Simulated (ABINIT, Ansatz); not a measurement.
## ZnS (F-43m): modes at Γ and the response to a field

Wanted: the vibrations of ZnS (F-43m) at Γ, by two programs.

Method: DFT LDA, scalar-relativistic, plane waves, PseudoDojo norm-conserving pseudopotentials, in ABINIT 10.8.3.

The database entry behind the starting cell differs from later determinations by our own check (about 0.1 % short), so it need not match the best structure at ambient conditions.

## 1. The starting structure

The structure is cubic, space group F-43m (No. 216). The conventional cell has a = 5.295 Å, b = 5.295 Å, c = 5.295 Å, α = 90.00°, β = 90.00°, γ = 90.00°. Zn has 4 S at 2.29 Å nearest. S has 4 Zn at 2.29 Å nearest. Farther neighbours and most contacts between anions are not listed.

## 2. Relaxing the cell and atoms

The harmonic expansion needs vanishing forces, and a free crystal bears no stress, so cell and atoms are brought to rest. Stress is more sensitive to the basis than forces are: the last 3 Ha under the cutoff are smoothed with ecutsm, and the cutoff is raised above that of the later runs.

The starting cell comes from a relaxation made beforehand in Ansatz (LDA, PseudoDojo NC).

The input, relax.abi:

```
# relaxation
ionmov 2
optcell 2
dilatmx 1.08
ntime 40
tolmxf 1.0d-05
tolvrs 1.0d-14
prtwf 0
prtden 0
chksymtnons 0

# basis, mesh and filling
ecut 47.0
ecutsm 3.0
ngkpt 8 8 8
nshiftk 1
shiftk 0.0 0.0 0.0
istwfk *1
occopt 1
nband 13
nstep 100
diemac 9.0
prtebands 0
prtgsr 0
useylm 1

# cell and atoms
acell 7.075756814 7.075756814 7.075756814
rprim 
    0.0 0.7071067812 0.7071067812
    0.7071067812 0.0 0.7071067812
    0.7071067812 0.7071067812 0.0
ntypat 2
znucl 30 16
natom 2
typat 1 2
xred 
    0.25 0.25 0.25
    0.0 0.0 0.0
pp_dirpath "./pseudo"
pseudos "Zn.upf, S.upf"
```

Started as:

```bash
OMP_NUM_THREADS=1 mpirun -n 4 abinit relax.abi > relax.log
```

Numbers of over 12 decimals in the logs are rounded to 6 here.

relax.abo, the main output file:

```text
[banners, grids, parts of the stress and lines that vanish by symmetry left out]
- input  file    -> relax.abi
- output file    -> relax.abo
- root for input  files -> relaxi
[...]
Symmetries : space group F-4 3 m (#216); Bravais cF (face-center cubic)
[...]
mpw =        4909          nfft =      110592          nkpt =          29
[...]
== DATASET  1 ==================================================================
[...]
cutoff_energies: {ecut:  47.0, pawecutdg:  -1.0, }
[...]
ETOT  1  -211.83504338230    -2.118E+02 2.867E-01 3.622E+04
 ETOT  2  -213.08473310061    -1.250E+00 2.641E-01 7.485E+04
 ETOT  3  -219.05705814737    -5.972E+00 5.936E-02 1.073E+04
 ETOT  4  -219.61536530373    -5.583E-01 6.929E-03 4.930E+03
 ETOT  5  -219.84528296873    -2.299E-01 3.059E-03 2.153E+03
[...]
At SCF step   22       vres2   =  1.07E-15 < tolvrs=  1.00E-14 =>converged.
[...]
sigma(1 1)=  1.22579905E-07  sigma(3 2)=  0.00000000E+00
  sigma(2 2)=  1.22579905E-07  sigma(3 1)=  0.00000000E+00
  sigma(3 3)=  1.22579905E-07  sigma(2 1)=  0.00000000E+00
[...]
convergence: {deltae:  4.917E-12, res2:  1.068E-15, residm:  9.144E-18, diffor: null, }
etotal    :  -2.20040855E+02
[...]
ETOT  1  -220.04085464533    -2.200E+02 4.345E-12 2.145E-04
[...]
ETOT  8  -220.04085466543     2.092E-11 3.299E-17 3.875E-14
 ETOT  9  -220.04085466545    -2.211E-11 5.678E-19 3.779E-15
 At SCF step    9       vres2   =  3.78E-15 < tolvrs=  1.00E-14 =>converged.
[...]
sigma(1 1)=  9.00881795E-08  sigma(3 2)=  0.00000000E+00
  sigma(2 2)=  9.00881795E-08  sigma(3 1)=  0.00000000E+00
  sigma(3 3)=  9.00881795E-08  sigma(2 1)=  0.00000000E+00
[...]
convergence: {deltae: -2.211E-11, res2:  3.779E-15, residm:  5.678E-19, diffor: null, }
etotal    :  -2.20040855E+02
[...]
At Broyd/MD step   2, gradients are converged :
[...]
sigma(1 1)=  9.00881795E-08  sigma(3 2)=  0.00000000E+00
  sigma(2 2)=  9.00881795E-08  sigma(3 1)=  0.00000000E+00
  sigma(3 3)=  9.00881795E-08  sigma(2 1)=  0.00000000E+00
[...]
- sigma(1 1)=  2.65048575E-03  sigma(3 2)=  0.00000000E+00
- sigma(2 2)=  2.65048575E-03  sigma(3 1)=  0.00000000E+00
- sigma(3 3)=  2.65048575E-03  sigma(2 1)=  0.00000000E+00
[...]
fcart     -0.0000000000E+00 -0.0000000000E+00 -0.0000000000E+00
           strten      9.0088179482E-08  9.0088179475E-08  9.0088179481E-08
================================================================================

[key lines of the parts left out:]
pressure_GPa:  -2.6505E-03
Total energy (etotal) [Ha]= -2.20040854665450E+02
```

The job ended after 82 s (4 MPI ranks of Intel Xeon at 2.70GHz, shared host).

Little changed from the start: no atom moved by 0.005 Å and no cell edge by 0.1 %.

Numbers from this step:

```
volume per atom : 18.56 Å³
pressure        : -0.002650 GPa
```

## 3. Ground state

First-order wavefunctions inherit every error of the ground state, hence the very tight tolvrs. The mesh is shifted off Γ, since shifted meshes converge sums over the zone faster.

The input, gs.abi:

```
# ground state
tolvrs 1.0d-16
prtden 1
prtwf 1

# basis, mesh and filling
ecut 38.0
ngkpt 6 6 6
nshiftk 4
shiftk 
    0.5 0.5 0.5
    0.5 0.0 0.0
    0.0 0.5 0.0
    0.0 0.0 0.5
istwfk *1
occopt 1
nband 13
nstep 100
diemac 9.0
prtebands 0
prtgsr 0
useylm 1

# cell and atoms
acell 7.075730794 7.075730794 7.075730794
rprim 
    0.0 0.7071067812 0.7071067812
    0.7071067812 0.0 0.7071067812
    0.7071067812 0.7071067812 0.0
ntypat 2
znucl 30 16
natom 2
typat 1 2
xred 
    0.25 0.25 0.25
    0.0 0.0 0.0
pp_dirpath "./pseudo"
pseudos "Zn.upf, S.upf"
```

Started as:

```bash
OMP_NUM_THREADS=1 mpirun -n 4 abinit gs.abi > gs.log
```

gs.abo, the main output file:

```text
[banners, grids, parts of the stress and lines that vanish by symmetry left out]
- input  file    -> gs.abi
- output file    -> gs.abo
- root for input  files -> gsi
[...]
Symmetries : space group F-4 3 m (#216); Bravais cF (face-center cubic)
[...]
mpw =        2815          nfft =       64000          nkpt =          28
[...]
== DATASET  1 ==================================================================
[...]
cutoff_energies: {ecut:  38.0, pawecutdg:  -1.0, }
[...]
ETOT  1  -211.61419665902    -2.116E+02 4.138E-01 2.158E+04
 ETOT  2  -212.76080364684    -1.147E+00 2.128E-01 4.534E+04
 ETOT  3  -219.05347118083    -6.293E+00 8.951E-02 6.274E+03
 ETOT  4  -219.58840994752    -5.349E-01 2.771E-03 3.036E+03
 ETOT  5  -219.81955398040    -2.311E-01 9.784E-04 1.409E+03
[...]
ETOT 21  -220.04071735524     1.336E-12 1.897E-18 6.207E-16
 ETOT 22  -220.04071735523     1.370E-11 1.657E-19 1.960E-17
 At SCF step   22       vres2   =  1.96E-17 < tolvrs=  1.00E-16 =>converged.
[...]
sigma(1 1)=  1.51510625E-05  sigma(3 2)=  0.00000000E+00
  sigma(2 2)=  1.51510625E-05  sigma(3 1)=  0.00000000E+00
  sigma(3 3)=  1.51510625E-05  sigma(2 1)=  0.00000000E+00
[...]
convergence: {deltae:  1.370E-11, res2:  1.960E-17, residm:  1.657E-19, diffor: null, }
etotal    :  -2.20040717E+02
[...]
sigma(1 1)=  1.51510625E-05  sigma(3 2)=  0.00000000E+00
  sigma(2 2)=  1.51510625E-05  sigma(3 1)=  0.00000000E+00
  sigma(3 3)=  1.51510625E-05  sigma(2 1)=  0.00000000E+00
[...]
- sigma(1 1)=  4.45759649E-01  sigma(3 2)=  0.00000000E+00
- sigma(2 2)=  4.45759649E-01  sigma(3 1)=  0.00000000E+00
- sigma(3 3)=  4.45759649E-01  sigma(2 1)=  0.00000000E+00
[...]
fcart     -3.6789248414E-31  5.2556069163E-32  2.6278034582E-31
           strten      1.5151062501E-05  1.5151062501E-05  1.5151062501E-05
================================================================================

[key lines of the parts left out:]
pressure_GPa:  -4.4576E-01
```

Run time: 32 s. Hardware: 4 MPI ranks; 2.1 min of CPU time.

Read from the output:

```
pressure : -0.4458 GPa
```

The cell stands at -0.45 GPa: the relaxation ran with a smoothed and higher cutoff and on another k mesh.

## 4. The gap at rest

Empty bands on the ground state's density check that the gap assumed so far is there in this cell.

The input, gap.abi:

```
# empty bands on the ground state's density
iscf -2
getden_filepath "gso_DEN"
tolwfr 1.0d-12
nbdbuf 2
prtwf 0

# basis, mesh and filling
ecut 38.0
ngkpt 8 8 8
nshiftk 1
shiftk 0.0 0.0 0.0
istwfk *1
occopt 1
nband 17
nstep 100
diemac 9.0
prtebands 0
prtgsr 0
useylm 1

# cell and atoms
acell 7.075730794 7.075730794 7.075730794
rprim 
    0.0 0.7071067812 0.7071067812
    0.7071067812 0.0 0.7071067812
    0.7071067812 0.7071067812 0.0
ntypat 2
znucl 30 16
natom 2
typat 1 2
xred 
    0.25 0.25 0.25
    0.0 0.0 0.0
pp_dirpath "./pseudo"
pseudos "Zn.upf, S.upf"
```

Started as:

```bash
OMP_NUM_THREADS=1 mpirun -n 4 abinit gap.abi > gap.log
```

gap.abo, the main output file:

```text
[banners, grids, parts of the stress and lines that vanish by symmetry left out]
- input  file    -> gap.abi
- output file    -> gap.abo
- root for input  files -> gapi
[...]
Symmetries : space group F-4 3 m (#216); Bravais cF (face-center cubic)
[...]
mpw =        2826          nfft =       64000          nkpt =          29
[...]
== DATASET  1 ==================================================================
[...]
cutoff_energies: {ecut:  38.0, pawecutdg:  -1.0, }
[...]
-outvars: echo values of variables after computation
            acell      7.0757307940E+00  7.0757307940E+00  7.0757307940E+00 Bohr
================================================================================
```

The job ended after 16 s (4 MPI ranks; 62 s of CPU time).

Numbers from this step:

* gap on the k-mesh: 2.129 eV

In this cell the gap on the mesh is 2.1 eV, direct, so fixed occupations hold.

## 5. Zone-centre response

The derivative of the wavefunctions by k comes first, since the response to a field is built on it; then the field and the displacements that symmetry doesn't supply are solved at q = 0.

It reads the wavefunctions written in step 3.

The input, dfpt_gamma.abi:

```
ndtset 2

# common to the responses
getwfk_filepath "gso_WFK"
kptopt 2
nqpt 1
qpt 0.0 0.0 0.0
asr 0
chneut 0

# d/dk
rfelfd1 2
rfdir1 1 1 1
iscf1 -3
tolwfr1 1.0d-20

# displacements, field
rfphon2 1
rfatpol2 1 2
rfdir2 1 1 1
rfelfd2 3
getddk2 1
tolvrs2 1.0d-10
prtwf2 0

# basis, mesh and filling
ecut 38.0
ngkpt 6 6 6
nshiftk 4
shiftk 
    0.5 0.5 0.5
    0.5 0.0 0.0
    0.0 0.5 0.0
    0.0 0.0 0.5
istwfk *1
occopt 1
nband 13
nstep 100
diemac 9.0
prtebands 0
prtgsr 0
useylm 1

# cell and atoms
acell 7.075730794 7.075730794 7.075730794
rprim 
    0.0 0.7071067812 0.7071067812
    0.7071067812 0.0 0.7071067812
    0.7071067812 0.7071067812 0.0
ntypat 2
znucl 30 16
natom 2
typat 1 2
xred 
    0.25 0.25 0.25
    0.0 0.0 0.0
pp_dirpath "./pseudo"
pseudos "Zn.upf, S.upf"
```

Started as:

```bash
OMP_NUM_THREADS=1 mpirun -n 4 abinit dfpt_gamma.abi > dfpt_gamma.log
```

dfpt_gamma.abo, the main output file:

```text
[banners, grids, parts of the stress and lines that vanish by symmetry left out]
- input  file    -> dfpt_gamma.abi
- output file    -> dfpt_gamma.abo
- root for input  files -> dfpt_gammai
[...]
DATASET    1 : space group F-4 3 m (#216); Bravais cF (face-center cubic)
[...]
nfft =       64000          nkpt =         432
[...]
DATASET    2 : space group F-4 3 m (#216); Bravais cF (face-center cubic)
[...]
nfft =       64000          nkpt =         432
[...]
== DATASET  1 ==================================================================
[...]
cutoff_energies: {ecut:  38.0, pawecutdg:  -1.0, }
[...]
- 16.00000   6.00000  180309                  znucl, zion, pspdat
[...]
Perturbation : derivative vs k along direction   1
[...]
-ETOT  1  -36.101466783153     -3.610E+01 6.992E-01 0.000E+00
 ETOT  2  -36.252653112066     -1.512E-01 5.931E-02 0.000E+00
 ETOT  3  -36.255980702221     -3.328E-03 5.165E-03 0.000E+00
 ETOT  4  -36.256119746281     -1.390E-04 4.893E-04 0.000E+00
 ETOT  5  -36.256128695507     -8.949E-06 3.543E-05 0.000E+00
[...]
At SCF step   23   max residual=  9.99E-21 < tolwfr=  1.00E-20 =>converged.
[...]
Perturbation : derivative vs k along direction   2
[...]
-ETOT  1  -36.101466782747     -3.610E+01 6.992E-01 0.000E+00
[...]
At SCF step   23   max residual=  9.99E-21 < tolwfr=  1.00E-20 =>converged.
[...]
Perturbation : derivative vs k along direction   3
[...]
-ETOT  1  -36.101466782341     -3.610E+01 6.992E-01 0.000E+00
[...]
At SCF step   23   max residual=  9.99E-21 < tolwfr=  1.00E-20 =>converged.
[...]
1        1       0.9570914214    0.0000000000
     1        2       0.4785457107   -0.0000000000
     1        3       0.4785457107    0.0000000000
     2        1       0.4785457107   -0.0000000000
     2        2       0.9570914214   -0.0000000000
     2        3       0.4785457107   -0.0000000000
     3        1       0.4785457107    0.0000000000
     3        2       0.4785457107   -0.0000000000
     3        3       0.9570914214    0.0000000000
[...]
== DATASET  2 ==================================================================
[...]
cutoff_energies: {ecut:  38.0, pawecutdg:  -1.0, }
[...]
Perturbation : displacement of atom   1   along direction   1
[...]
-ETOT  1   29.494815785576     -2.611E+04 2.319E+01 3.574E+03
[...]
At SCF step   13       vres2   =  7.69E-11 < tolvrs=  1.00E-10 =>converged.
[...]
Perturbation : displacement of atom   2   along direction   1
[...]
-ETOT  1   4.324845     -3.464E+02 3.123E+00 9.904E+02
[...]
At SCF step   11       vres2   =  5.55E-11 < tolvrs=  1.00E-10 =>converged.
[...]
Perturbation : homogeneous electric field along direction   1
[...]
-ETOT  1  -112.82054158599     -1.128E+02 1.250E+01 3.497E+04
[...]
ETOT 12  -122.94591475456     -1.333E-11 9.047E-11 1.996E-10
 ETOT 13  -122.94591475456     -2.984E-12 5.996E-12 2.569E-12
 At SCF step   13       vres2   =  2.57E-12 < tolvrs=  1.00E-10 =>converged.
[...]
Dielectric tensor, in cartesian coordinates,
[...]
1    4   1    4         6.2145479411        -0.0000000000
   1    4   2    4         0.0000000000        -0.0000000000
   1    4   3    4         0.0000000000        -0.0000000000
   2    4   1    4         0.0000000000        -0.0000000000
   2    4   2    4         6.2145479411        -0.0000000000
   2    4   3    4         0.0000000000        -0.0000000000
   3    4   1    4         0.0000000000        -0.0000000000
   3    4   2    4         0.0000000000        -0.0000000000
   3    4   3    4         6.2145479411        -0.0000000000
  Effective charges, in cartesian coordinates,
[...]
1    1   1    4         1.9073673031         0.0000000000
   2    1   1    4        -0.0000000000         0.0000000000
   3    1   1    4         0.0000000000         0.0000000000
   1    2   1    4        -1.9060992446         0.0000000000
   2    2   1    4        -0.0000000000         0.0000000000
[...]
Effective charges, in cartesian coordinates,
[...]
2    4   1    2         0.0000000000         0.0000000000
   3    4   1    2         0.0000000000         0.0000000000
   1    4   2    2         0.0000000000         0.0000000000
   2    4   2    2        -1.9060990935         0.0000000000
   3    4   2    2         0.0000000000         0.0000000000
   1    4   3    2        -0.0000000000         0.0000000000
   2    4   3    2        -0.0000000000         0.0000000000
   3    4   3    2        -1.9060990935         0.0000000000
  Phonon wavevector (reduced coordinates) :  0.00000  0.00000  0.00000
 Phonon energies in Hartree :
[...]
Phonon frequencies in cm-1    :
-  4.080205E+00  4.080205E+00  4.080205E+00  2.918448E+02  2.918448E+02
-  2.918448E+02
  Phonon at Gamma, with non-analyticity in the
[...]
Phonon energies in Hartree :
[...]
Phonon frequencies in cm-1    :
-  4.080205E+00  4.080205E+00  4.080301E+00  2.918448E+02  2.918448E+02
-  3.481522E+02
  Phonon at Gamma, with non-analyticity in the
[...]
Phonon energies in Hartree :
[...]
Phonon frequencies in cm-1    :
-  4.080205E+00  4.080205E+00  4.080301E+00  2.918448E+02  2.918448E+02
-  3.481522E+02
  Phonon at Gamma, with non-analyticity in the
[...]
Phonon energies in Hartree :
[...]
Phonon frequencies in cm-1    :
-  4.080205E+00  4.080205E+00  4.080301E+00  2.918448E+02  2.918448E+02
-  3.481522E+02
[...]
fcart2     0.0000000000E+00  0.0000000000E+00  0.0000000000E+00
           strten2     0.0000000000E+00  0.0000000000E+00  0.0000000000E+00
================================================================================
```

The job ended after 24 min (4 MPI ranks).

Numbers from this step:

| Item | Value |
| --- | --- |
| miss of the charge sum rule | 0.001268 e |
| largest acoustic frequency at the zone centre before the sum rule | 4.08 cm⁻¹ |
| highest optical zone-centre mode (no LO-TO term) | 291.8 cm⁻¹ |
| lowest optical zone-centre mode | 291.8 cm⁻¹ |
| mean high-frequency dielectric constant | 6.215 |
| largest Born charge in size (third of the trace) | 1.907 e |

Born charge (rows field, columns displacement), before the sum rule (e), principal values of the symmetric part by kind of site:

```
atom  atoms with these values    low  middle   high   mean
 Zn1                        1   1.91    1.91   1.91   1.91
  S2                        1  -1.91   -1.91  -1.91  -1.91
```

In full for S2:

```
-1.91  0.00  0.00
 0.00 -1.91  0.00
 0.00  0.00 -1.91
```

High-frequency dielectric tensor:

```
6.21 0.00 0.00
0.00 6.21 0.00
0.00 0.00 6.21
```

The acoustic modes at Γ come out as far as 4.1 cm⁻¹ from zero, where they should vanish, a small numerical error; the Born charges miss their sum rule by 0.0013 e, which is good.

(Continued in part 2 of 3.)

[Host names and launcher messages were left out of these logs when they were recorded.]

[Logs are printed without paths, hosts, clocks, repeated set-up lines and the standing remarks that a program may print on its own settings, such as how far it seeks lower states.]

[Hosts, paths, dates, database ids (printed as entryN), source tags and the programs' standing remarks are cut or masked in the printed files.]
